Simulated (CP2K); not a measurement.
Crystal: TiO2.

```
Ti O
1.0
     5.29100    0.00000    0.00000
    -2.64550    4.58214    0.00000
     0.00000    0.00000    6.13300
Ti O
3 6
Direct
  0.45366 0.99731 0.33395
  0.00066 0.45031 0.66729
  0.54766 0.54431 0.00062
  0.40275 0.32449 0.21003
  0.69766 0.10231 0.54895
  0.89566 0.58931 0.88229
  0.30366 0.40531 0.78562
  0.10566 0.69431 0.45229
  0.59266 0.89231 0.11895
```

The cell comes from a database or a generator and needn't be the stable form of this composition.

The cell isn't the ideal one: atom 4 moved 0.15 Å.

Base run:

```yaml
Program: CP2K 2026.2
Functional: PBE
Potentials_or_basis: POTENTIAL_UZH Ti GTH-PBE-q12, O GTH-PBE-q6; DZVP-MOLOPT-PBE-GTH basis
Density_cutoff: 11565 eV
k_mesh: 5 × 5 × 4
Occupations: fermi-dirac, width 0.05 eV
Spin: no spin polarisation
```

Its results: band gap on the k mesh 3.69 eV, indirect (least direct gap 3.84 eV); pressure 8.4 GPa; largest force 6.069 eV/Å.

**Question.** The run is repeated on the same cell with these changes: functional from PBE to vdW-DF2. What comes out?

**Answer.** Band gap on the k mesh 3.64 eV, indirect (least direct gap 3.79 eV); pressure 12.4 GPa; largest force 6.752 eV/Å.

Caveats: an odd mesh through Γ misses points on the zone boundary, where band edges often lie; the basis of atomic orbitals isn't converged, which shifts pressures, moduli and gaps; forces of over 1 eV/Å show positions far from the minimum, so gaps and moduli don't describe the material at rest (some runs); the potentials were made for another functional, which shifts forces and pressure (some runs).
